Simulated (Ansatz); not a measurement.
# TePb: single point with PBE

TePb:

```
Pb Te
1.0
     0.00000    3.23100    3.23100
     3.23100    0.00000    3.23100
     3.23100    3.23100    0.00000
Pb Te
1 1
Direct
  0.00000 0.00000 0.00000
  0.50000 0.50000 0.50000
```

* Program: Ansatz 0.2.0
* Task: single point
* Functional: PBE
* Potentials or basis: Ansatz PAW
* Cutoff: 420 eV (not typed: the program's choice for these potentials)
* k mesh: 7 × 7 × 7
* Occupations: gaussian, width 0.022 eV
* Spin: no spin polarisation

```
Pressure : 2.1 GPa
```

Levels at points of the mesh, in eV from the Fermi level:
```tsv
k point	band 11	band 12	band 13	band 14	band 15	band 16	band 17	band 18	band 19
(0.00, 0.00, 0.00)	-12.42	-5.99	-1.75	-1.75	-1.75	3.68	3.68	3.68	5.42
```

It took 1.1 s on 2 threads of Arm Neoverse V1, on a shared host, peak memory 0.33 GiB.

Caveat: this odd mesh misses L, where the gap lies, so gap, dielectric constants and Born charges aren't listed. Spin-orbit coupling is left out, which matters for the levels of Pb, Te.
